A crystal that comes out soft in a calculation seems to have weak bonds. On that view PBE, which makes germanium much softer than LDA does, should describe the springs between the atoms worse. The energies behind the table show the opposite: held at the same volume, PBE germanium is the stiffer of the two.

Bulk modulus of diamond-structure germanium from density-functional theory, taken at the rest volume of a curve fitted to 5 (FLEUR) or 7 (other programs) volumes from 21.28 to 24.00 Å³/atom. All runs use Fermi-Dirac smearing of 0.05 eV, without spin polarisation or spin-orbit coupling. The last column refers to a measured value of 75.8 GPa (arXiv:1908.00180).

| program | functional | how the value is got | potentials or basis | wave cutoff (eV) | k-mesh | computed bulk modulus (GPa) | computed over measured, less one (%) |
| --- | --- | --- | --- | --- | --- | --- | --- |
| FLEUR MaX-R8.1 (patched build s14) | Xalpha | fit, rest volume 23.75 Å³/atom | all electron | n/a | 8x8x8 | 52.5 | -30.7 |
| FLEUR MaX-R8.1 (later development tree) (1) | PW91 | fit, rest volume 23.86 Å³/atom | all electron | n/a | 8x8x8 | 54.7 | -27.8 |
| Quantum ESPRESSO 7.5 | PBE | fit, rest volume 23.89 Å³/atom | SSSP 1.3 efficiency PBE | 748.3 | 8x8x8 | 57.9 | -23.6 |
| GPAW 26.7.0 (1) | PBE+D3 | fit, rest volume 23.70 Å³/atom | GPAW PAW data sets (gpaw data 1.2.1) | 600.0 | 8x8x8 | 59.6 | -21.4 |
| FLEUR MaX-R8.1 (later development tree) (2) | Wigner | fit, rest volume 23.00 Å³/atom | all electron | n/a | 8x8x8 | 63.0 | -16.9 |
| GPAW 26.7.0 (2) | revPBE+D4 | fit, rest volume 23.03 Å³/atom | GPAW PAW data sets (gpaw data 1.2.1) | 600.0 | 8x8x8 | 65.6 | -13.5 |
| GPAW 26.7.0 (3) | AM05 | fit, rest volume 23.02 Å³/atom | PAW data sets made by gpaw setup for the functional | 600.0 | 8x8x8 | 65.6 | -13.5 |
| FLEUR MaX-R8.1 (later development tree) (3) | WC | fit, rest volume 22.89 Å³/atom | all electron | n/a | 8x8x8 | 66.5 | -12.3 |
| FLEUR MaX-R8.1 (later development tree) (4) | PBEsol | fit, rest volume 22.85 Å³/atom | all electron | n/a | 8x8x8 | 66.5 | -12.3 |
| ABINIT 10.8.3 | LDA | fit, rest volume 22.28 Å³/atom | JTH PAW LDA v2.0 | 408.2 | 8x8x8 | 69.4 | -8.4 |
| FLEUR MaX-R8.1 (later development tree) (5) | LDA | fit, rest volume 22.20 Å³/atom | all electron | n/a | 8x8x8 | 70.1 | -7.5 |
| FLEUR MaX-R8.1 (later development tree) (6) | r2SCAN | fit, rest volume 22.86 Å³/atom | all electron | n/a | 8x8x8 | 70.8 | -6.6 |

## What happens

Each computed bulk modulus belongs to that row's own rest volume, the volume at which its energy is lowest. Functionals with a large rest volume mostly sit at the soft end, those with a small one at the stiff end. Two rows break the pattern most clearly. r2SCAN has practically the rest volume of PBEsol but is 4.3 GPa stiffer, and Xalpha is the softest of all although three other rows expand about as much or more.

For LDA the choice of program matters little: FLEUR and ABINIT differ by 0.7 GPa, whereas the whole table spans about 18 GPa.

## Why

Put every functional into the same cell, 22.64 Å³ per atom. There it has a stiffness B, the curvature of its energy, and an outward push P, the pressure with which it tries to expand. If P is positive the crystal swells until the push is gone, and a swollen crystal is softer. With B′ as the change of stiffness per unit of pressure, the modulus at rest is

B₀ = B − B′P.

Now change the functional so that it adds a push p. Two cases show what follows. If p is the same at every volume, it acts like an external tension: the crystal expands and loses B′p. If p fades as the crystal expands, say as V⁻ᵐ with V the volume, its fading resists compression and adds mp to the stiffness at fixed volume. The net change is

ΔB₀ = −(B′ − m)p,

which vanishes when m equals B′. A larger cell therefore means a softer crystal only as long as m stays below B′.

Gradient corrections supply such a push. They favour uneven electron densities, and a stretched crystal has a more uneven density than a compressed one. This is the standard argument, and it explains why PBEsol, with its weaker gradient term, expands less than PBE. The energies add the size of m: measured against LDA, it is about 2 for both PW91 and PBEsol. Rounding of the energies could shift the PBEsol value by almost one.

## How large

The step from LDA to PBE can be estimated with this m and a typical B′ of 5, the median over all rows. In the shared cell PBE pushes outward with 3.7 GPa and LDA pulls inward with 1.2 GPa, so p = 3.7 + 1.2 = 4.9 GPa. The modulus should fall by (5 − 2) × 4.9 ≈ 15 GPa.

The table gives a fall of 12 GPa, from 70.1 to 57.9. The estimate is thus right in sign and rough size. It isn't a blind prediction, because the push comes from PBE's own energies and m partly from PW91, a close relative of PBE. The two tabulated values also come from different programs, so their difference isn't purely an effect of the functional.

A straight line of the computed modulus against the push, fitted to all twelve rows, falls by 3.3 ± 0.6 GPa per GPa of push, close to the expected B′ − m = 3. Its two worst misses, each more than 5 GPa, are Xalpha and r2SCAN. The output below gives the push and the stiffness of every row.

## The irregular rows

r2SCAN pushes outward about as hard as PBEsol, but its m is about 4.5, close to B′. What it loses by expanding it has already gained in stiffness, so it ends near LDA's modulus with a clearly larger cell. Why its push fades so fast can't be read from these runs. r2SCAN also depends on the kinetic-energy density of the electrons, which may let volume and stiffness vary more independently, but that is a guess.

Xalpha errs the other way. It has no separate correlation term, and its energy lies about 79 eV per atom above LDA's, roughly what leaving correlation out is expected to cost. Correlation normally pulls a crystal together. In a uniform electron gas that pull grows only about in proportion to the density, so theory expects its loss to bring a strong push with a small m. The numbers agree in direction but are noisy: m is 0.3 from the energies directly and 1.4 from the fitted curve. This run also has the smallest basis of the FLEUR rows, and its energies scatter most about the fitted curve, so the exact size of its deficit is uncertain.

Wigner is a milder case. It too has no gradient term, but its correlation energy varies less with density than LDA's, so a weaker inward pull and a larger cell are expected.

revPBE+D4 gives the same modulus as AM05, 65.6 GPa, by a different route. Its dispersion term pulls inward with about 8 GPa and so counteracts a strong outward push from revPBE. Equal moduli here don't mean equal physics.

PBE+D3 lies close to plain PBE partly by accident. D3 pulls inward with 1.7 GPa, but without it GPAW's PBE would push outward about 1.2 GPa harder than PBE in Quantum ESPRESSO, probably because the potentials differ. That hides most of what D3 does.

## What to do about it

Separate the error in volume from the error in stiffness before judging a functional. The shared cell has nearly the volume of real germanium, which makes it a useful place to compare. There PBE and r2SCAN lie about 2 % below the measured modulus, and LDA about 14 % below. PBE's large error at rest is therefore mostly a volume error, while LDA's small cell hides much of its softness.

Evaluating the curvature at the measured volume is a diagnosis and not a general cure. It brings every row with an outward push closer to experiment, but it takes both LDA rows further away.

The deficits at rest shouldn't be put down to temperature. Heat and zero-point motion usually lower a measured modulus, mainly by expanding the crystal, so correcting for them would widen these deficits. At the measured volume that expansion is already included, and what is left of the effect is expected to be small. Semilocal functionals also shrink or close germanium's band gap, and these runs don't isolate what that does to the stiffness.

Differences of a few GPa between single rows need care when the rest volume lies near the end of the computed range. PW91 and PBE differ by 3.2 GPa at rest but by less than 1 GPa in the shared cell, so most of that difference probably comes from the curve fit and from the basis, which is smaller in the PW91 run than in most FLEUR rows. These runs can't separate the two. For such functionals the volume range should extend further on the expanded side.

Silicon is the natural neighbour. There, too, PBE is known to give a larger and softer crystal than LDA, but it overexpands silicon less than germanium and loses less stiffness. For another functional, the same two questions give a first guess: how hard does it push at the measured volume, and how quickly does that push fade as the crystal expands?

Printed output of the fit:

```
At the shared volume, GPa:
                                          row  outward push  stiffness from energies  stiffness from fitted curve  modulus at rest from B - B'P  less tabulated
           FLEUR MaX-R8.1 (patched build s14)         3.043                    66.35                        70.61                         51.02          -1.482
  FLEUR MaX-R8.1 (later development tree) (1)         3.494                    74.75                           75                         57.15           2.449
                         Quantum ESPRESSO 7.5         3.673                     74.4                        75.22                         55.89          -2.005
                              GPAW 26.7.0 (1)           3.2                     75.3                        76.01                         59.17         -0.4253
  FLEUR MaX-R8.1 (later development tree) (2)         1.159                    70.33                        68.98                         64.49            1.49
                              GPAW 26.7.0 (2)         1.302                    72.31                        72.26                         65.75          0.1453
                              GPAW 26.7.0 (3)         1.248                    71.23                        71.43                         64.94         -0.6621
  FLEUR MaX-R8.1 (later development tree) (3)        0.8492                       69                        69.77                         64.72          -1.777
  FLEUR MaX-R8.1 (later development tree) (4)        0.7431                       69                        69.38                         65.26          -1.242
                                ABINIT 10.8.3       -0.9457                    65.95                        64.78                         70.71           1.313
  FLEUR MaX-R8.1 (later development tree) (5)         -1.23                    65.02                        64.71                         71.21           1.115
  FLEUR MaX-R8.1 (later development tree) (6)        0.8316                    74.31                        74.31                         70.12         -0.6798
fit of y on 12 rows: constant 68.28 +/- 1.2, coefficient of push -3.294 +/- 0.55; rms 2.72, worst FLEUR MaX-R8.1 (patched build s14) 5.76, leave-one-out rms 3.27
Median B' of the rows: 5.037
Extra stiffness per extra push against FLEUR LDA, PW91: 2.06
The same, PBEsol: 2.018
The same, r2SCAN: 4.506
The same, Xalpha: 0.3106
The same, Xalpha with stiffness from fitted curves: 1.38
r2SCAN less PBEsol, modulus at rest, GPa: 4.3
r2SCAN less PBEsol, stiffness at shared volume, GPa: 5.308
Inward pull of D3 in PBE+D3, GPa: 1.712
Inward pull of D4 in revPBE+D4, GPa: 8.132
Stiffness lost per pull of D4: 1.909
Outward push of GPAW PBE with the D3 pull taken off, GPa: 4.912
Stiffness at shared volume over measured less one, PBE, %: -1.86
The same, r2SCAN, %: -1.977
The same, FLEUR LDA, %: -14.23
FLEUR less ABINIT for LDA, modulus at rest, GPa: 0.7
Span of the modulus at rest over all rows, GPa: 18.3
Span of the stiffness at shared volume, GPa: 10.28
Largest rounding error of a FLEUR stiffness, GPa: 0.8846
```
